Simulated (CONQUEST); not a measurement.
Crystal: Al.

```
CELL_PARAMETERS angstrom
2.86351 0.00000 0.00000
0.00000 2.86351 0.00000
0.00000 0.00000 4.04961
ATOMIC_POSITIONS crystal
Al 0.00000 0.00000 0.00000
Al 0.50000 0.50000 0.50000
```

Base run:

```yaml
Program: CONQUEST 1.3
Functional: PBE
Potentials_or_basis: PseudoDojo NC PBE, SZP, grid cutoff 120 Ha
k_mesh: 9 × 9 × 7
Occupations: fermi-dirac, width 0.05 eV
Spin: no spin polarisation
```

Its results: band gap on the k mesh none (metal or under the smearing width); pressure 6.7 GPa.

Question: The run is repeated on the same cell with these changes: potentials or basis from PseudoDojo NC PBE, SZP, grid cutoff 120 Ha to PseudoDojo NC PBE, DZP, grid cutoff 120 Ha. What comes out?

Answer: Band gap on the k mesh none (metal or under the smearing width); pressure 0.2 GPa.

Caveats: the basis of atomic orbitals isn't converged, which shifts pressures, moduli and gaps; the real-space grid breaks the cell's symmetry a little; the atomic basis is small (some runs).
